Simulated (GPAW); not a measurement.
MgS (Niningerite):

```
CELL_PARAMETERS angstrom
0.00000 2.60165 2.60165
2.60165 0.00000 2.60165
2.60165 2.60165 0.00000
ATOMIC_POSITIONS crystal
S 0.50000 0.50000 0.50000
Mg 0.00000 0.00000 0.00000
```

Base run:

| Property | Result |
| --- | --- |
| Program | GPAW 26.7.0 |
| Functional | PBE |
| Potentials or basis | GPAW PAW data sets (gpaw-data 1.2.1), other valence |
| Cutoff | 650 eV |
| Basis | pw |
| k mesh | 7 × 7 × 7 |
| Occupations | fermi-dirac, width 0.05 eV |
| Spin | no spin polarisation |

Its results: band gap on the k mesh 2.94 eV, indirect (least direct gap 3.68 eV); pressure 1.4 GPa.

Q: The run is repeated on the same cell with these changes: functional from PBE to r2SCAN; potentials or basis from GPAW PAW data sets (gpaw-data 1.2.1), other valence to GPAW PAW data sets (gpaw-data 1.2.1); valence electrons from 8 to 16. What comes out?

A: Band gap on the k mesh 3.70 eV, indirect (least direct gap 4.65 eV); pressure 0.1 GPa.

Caveats: the cutoff is short for stress and forces, so pressures can be off by a GPa or more; an odd mesh through Γ misses points on the zone boundary, where band edges often lie; the PAW data sets were made with another functional, which shifts forces and pressure a little (some runs).
